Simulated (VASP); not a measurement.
**C (a cell with a defect): relaxation of the atoms with LDA**

C (a cell with a defect):

```xyz
63
Lattice="7.0700 0.0000 0.0000 0.0000 7.0700 0.0000 0.0000 0.0000 7.0700" Properties=species:S:1:pos:R:3 pbc="T T T"
C     5.3025    1.7675    0.0000
C     5.3025    0.0000    1.7675
C     0.0000    0.0000    0.0000
C     1.7675    1.7675    0.0000
C     3.5350    3.5350    0.0000
C     5.3025    5.3025    0.0000
C     1.7675    0.0000    1.7675
C     3.5350    1.7675    1.7675
C     5.3025    3.5350    1.7675
C     3.5350    0.0000    3.5350
C     5.3025    1.7675    3.5350
C     5.3025    0.0000    5.3025
C     0.0000    3.5350    0.0000
C     1.7675    5.3025    0.0000
C     0.0000    1.7675    1.7675
C     1.7675    3.5350    1.7675
C     3.5350    5.3025    1.7675
C     0.0000    0.0000    3.5350
C     1.7675    1.7675    3.5350
C     3.5350    3.5350    3.5350
C     5.3025    5.3025    3.5350
C     1.7675    0.0000    5.3025
C     3.5350    1.7675    5.3025
C     5.3025    3.5350    5.3025
C     0.0000    5.3025    1.7675
C     0.0000    3.5350    3.5350
C     1.7675    5.3025    3.5350
C     0.0000    1.7675    5.3025
C     1.7675    3.5350    5.3025
C     3.5350    5.3025    5.3025
C     0.0000    5.3025    5.3025
C     4.4188    0.8838    0.8838
C     6.1863    2.6513    0.8838
C     6.1863    0.8838    2.6513
C     0.8838    0.8838    0.8838
C     2.6513    2.6513    0.8838
C     4.4188    4.4188    0.8838
C     6.1863    6.1863    0.8838
C     2.6513    0.8838    2.6513
C     4.4188    2.6513    2.6513
C     6.1863    4.4188    2.6513
C     4.4188    0.8838    4.4188
C     6.1863    2.6513    4.4188
C     6.1863    0.8838    6.1863
C     0.8838    4.4188    0.8838
C     2.6513    6.1863    0.8838
C     0.8838    2.6513    2.6513
C     2.6513    4.4188    2.6513
C     4.4188    6.1863    2.6513
C     0.8838    0.8838    4.4188
C     2.6513    2.6513    4.4188
C     4.4188    4.4188    4.4188
C     6.1863    6.1863    4.4188
C     2.6513    0.8838    6.1863
C     4.4188    2.6513    6.1863
C     6.1863    4.4188    6.1863
C     0.8838    6.1863    2.6513
C     0.8838    4.4188    4.4188
C     2.6513    6.1863    4.4188
C     0.8838    2.6513    6.1863
C     2.6513    4.4188    6.1863
C     4.4188    6.1863    6.1863
C     0.8838    6.1863    6.1863
```

The cell was built by a generator and needn't be a form met in nature.

```json
{
 "Program": "VASP 6.6.1",
 "Task": "relaxation of the atoms",
 "Functional": "LDA",
 "Potentials or basis": "VASP PAW LDA potentials, release 64 (C)",
 "Cutoff": "450 eV",
 "k mesh": "2 × 2 × 2",
 "Occupations": "fermi-dirac, width 0.05 eV",
 "Spin": "no spin polarisation",
 "Further INCAR settings": "ALGO = Fast; EDIFF = 1e-07; IBRION = 2; EDIFFG = -0.005; NSW = 60"
}
```

```json
{
  "Energy gained by relaxing": "11.9 meV/atom",
  "Ionic steps": "13",
  "Band gap on the k mesh": "none (metal or under the smearing width)"
}
```

Forces in eV/Å, atoms in the order of the input:
```
C    0.000  0.000  0.000
C    0.000  0.000  0.000
C    0.000  0.000  0.000
C    0.000  0.000  0.000
C    0.000  0.000  0.000
C    0.000  0.000  0.000
C    0.000  0.000  0.000
C    0.000  0.000  0.000
C    0.000  0.000  0.000
C    0.000  0.000  0.000
C    0.000  0.000  0.000
C    0.000  0.000  0.000
C    0.000  0.000  0.000
C    0.000  0.000  0.000
C    0.000  0.000  0.000
C    0.000  0.000  0.000
C    0.000  0.000  0.000
C    0.000  0.000  0.000
C    0.000  0.000  0.000
C    0.000  0.000  0.000
C    0.000  0.000  0.000
C    0.000  0.000  0.000
C    0.000  0.000  0.000
C    0.000  0.000  0.000
C    0.000  0.000  0.000
C    0.000  0.000  0.000
C    0.000  0.000  0.000
C    0.000  0.000  0.000
C    0.000  0.000  0.000
C    0.000  0.000  0.000
C    0.000  0.000  0.000
C    0.001  0.001  0.001
C    0.001  0.001 -0.002
C    0.001 -0.002  0.001
C    0.000  0.001  0.001
C   -0.001  0.000  0.001
C    0.001  0.000  0.001
C    0.000 -0.001  0.001
C   -0.001  0.001  0.000
C   -0.002  0.001  0.001
C    0.000  0.000  0.000
C    0.001  0.001  0.000
C    0.000  0.000  0.000
C    0.000  0.001 -0.001
C   -0.001 -0.001 -0.002
C   -0.001 -0.001  0.001
C    0.000  0.000  0.000
C    0.002 -0.001  0.001
C    0.001 -0.001  0.000
C   -0.001 -0.002 -0.001
C    0.002  0.001 -0.001
C   -0.002 -0.001 -0.001
C    0.001  0.002 -0.001
C   -0.001  0.001 -0.001
C    0.001  0.000 -0.001
C    0.001 -0.001  0.002
C   -0.001  0.002  0.001
C    0.000  0.000  0.000
C   -0.001 -0.001  0.000
C   -0.001  0.001  0.002
C   -0.001  0.000 -0.001
C    0.001 -0.001 -0.001
C    0.000 -0.001 -0.001
```

The path:
```tsv
step	energy change (eV)	largest force (eV/Å)	pressure (GPa)
1	0.0000	2.5895	-1.78
2	0.1032	2.2465	0.86
3	-0.5905	0.8600	-0.83
4	-0.7033	0.4147	0.23
5	-0.7211	0.2310	-0.08
6	-0.7347	0.3439	0.22
7	-0.7464	0.1701	0.09
8	-0.7494	0.1536	0.17
9	-0.7506	0.0401	0.14
10	-0.7508	0.0186	0.16
11	-0.7509	0.0148	0.15
12	-0.7509	0.0105	0.16
13	-0.7509	0.0022	0.16
```

Final structure:
```cif
data_structure
_symmetry_space_group_name_H-M 'P 1'
_symmetry_Int_Tables_number 1
_cell_length_a 7.0700
_cell_length_b 7.0700
_cell_length_c 7.0700
_cell_angle_alpha 90.000
_cell_angle_beta 90.000
_cell_angle_gamma 90.000
_cell_volume 353.39
loop_
_atom_site_label
_atom_site_type_symbol
_atom_site_fract_x
_atom_site_fract_y
_atom_site_fract_z
_atom_site_occupancy
C1 C 0.74822 0.24822 0.00011 1
C2 C 0.74822 0.00011 0.24822 1
C3 C 0.00000 0.00000 0.00000 1
C4 C 0.25178 0.24822 0.99989 1
C5 C 0.50000 0.50000 0.00000 1
C6 C 0.74822 0.75178 0.99989 1
C7 C 0.25178 0.99989 0.24822 1
C8 C 0.50011 0.24822 0.24822 1
C9 C 0.74972 0.50031 0.24972 1
C10 C 0.50000 0.00000 0.50000 1
C11 C 0.74972 0.24972 0.50031 1
C12 C 0.74822 0.99989 0.75178 1
C13 C 0.00000 0.50000 0.00000 1
C14 C 0.25178 0.75178 0.00011 1
C15 C 0.00031 0.24972 0.24972 1
C16 C 0.25028 0.49969 0.24972 1
C17 C 0.49989 0.75178 0.24822 1
C18 C 0.00000 0.00000 0.50000 1
C19 C 0.25028 0.24972 0.49969 1
C20 C 0.50000 0.50000 0.50000 1
C21 C 0.74972 0.75028 0.49969 1
C22 C 0.25178 0.00011 0.75178 1
C23 C 0.49989 0.24822 0.75178 1
C24 C 0.74972 0.49969 0.75028 1
C25 C 0.99969 0.75028 0.24972 1
C26 C 0.00000 0.50000 0.50000 1
C27 C 0.25028 0.75028 0.50031 1
C28 C 0.99969 0.24972 0.75028 1
C29 C 0.25028 0.50031 0.75028 1
C30 C 0.50011 0.75178 0.75178 1
C31 C 0.00031 0.75028 0.75028 1
C32 C 0.63426 0.13426 0.13426 1
C33 C 0.87580 0.37580 0.12544 1
C34 C 0.87580 0.12544 0.37580 1
C35 C 0.12549 0.12447 0.12447 1
C36 C 0.37553 0.37451 0.12447 1
C37 C 0.62447 0.62549 0.12447 1
C38 C 0.87451 0.87553 0.12447 1
C39 C 0.37553 0.12447 0.37451 1
C40 C 0.62544 0.37580 0.37580 1
C41 C 0.87486 0.62514 0.37486 1
C42 C 0.62447 0.12447 0.62549 1
C43 C 0.87486 0.37486 0.62514 1
C44 C 0.87451 0.12447 0.87553 1
C45 C 0.12420 0.62420 0.12544 1
C46 C 0.36574 0.86574 0.13426 1
C47 C 0.12514 0.37486 0.37486 1
C48 C 0.37456 0.62420 0.37580 1
C49 C 0.62447 0.87553 0.37451 1
C50 C 0.12420 0.12544 0.62420 1
C51 C 0.37456 0.37580 0.62420 1
C52 C 0.62544 0.62420 0.62420 1
C53 C 0.87580 0.87456 0.62420 1
C54 C 0.36574 0.13426 0.86574 1
C55 C 0.62447 0.37451 0.87553 1
C56 C 0.87580 0.62420 0.87456 1
C57 C 0.12420 0.87456 0.37580 1
C58 C 0.12514 0.62514 0.62514 1
C59 C 0.37553 0.87553 0.62549 1
C60 C 0.12420 0.37580 0.87456 1
C61 C 0.37553 0.62549 0.87553 1
C62 C 0.63426 0.86574 0.86574 1
C63 C 0.12549 0.87553 0.87553 1
```

Levels at points of the mesh, in eV from the Fermi level:
```csv
k point,band 123,band 124,band 125,band 126,band 127,band 128
"(0.00, 0.00, 0.00)",-2.13,-2.13,-2.13,0.31,0.31,0.31
"(0.50, 0.00, 0.00)",-3.39,-3.39,-2.37,-0.27,0.05,0.05
"(0.50, 0.50, 0.00)",-2.85,-2.41,-2.34,-0.44,0.16,0.16
"(0.50, 0.50, 0.50)",-3.33,-3.31,-3.31,0.16,0.16,0.16
```

Wall time 74 min on 1 thread of Intel(R) Xeon(R) Platinum 8175M CPU @ 2.50GHz (Skylake/Cascade Lake), on a shared host, peak memory 0.34 GiB.

Caveat: the k mesh is coarse (spacing up to 0.44 Å⁻¹), so the values aren't converged; the cutoff is under 1.25 times the usual one of these potentials, so pressure, stress and relaxed cells hold a basis-set (Pulay) error.
